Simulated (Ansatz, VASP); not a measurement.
**Co: VASP beside Ansatz**

```
Co
1.0
     2.39957    0.00000    0.00000
    -1.19978    2.07809    0.00000
     0.00000    0.00000    3.86569
Co
2
Direct
  0.33333 0.66667 0.25000
  0.66667 0.33333 0.75000
```

Alike in both runs: task single point; functional LDA; k mesh 15 × 15 × 8; occupations fermi-dirac, width 0.1 eV; non-collinear spin, spin-orbit coupling.

```csv
,VASP,Ansatz
version,VASP 6.6.1,Ansatz 0.2.0
potentials or method,"VASP PAW LDA potentials, release 64 (Co)","plane waves (420 eV) with PAW, fully relativistic with spin-orbit coupling"
plane-wave cutoff (eV),520,420
valence electrons in the cell,18,34
```

|  | VASP | Ansatz | Ansatz less VASP |
| --- | --- | --- | --- |
| net moment per atom (μB) | 0.00 | 0.00 | 0.000 |

The two sets of potentials don't hold the same shells in valence. Ansatz warned: «pseudo_functional_mismatch».
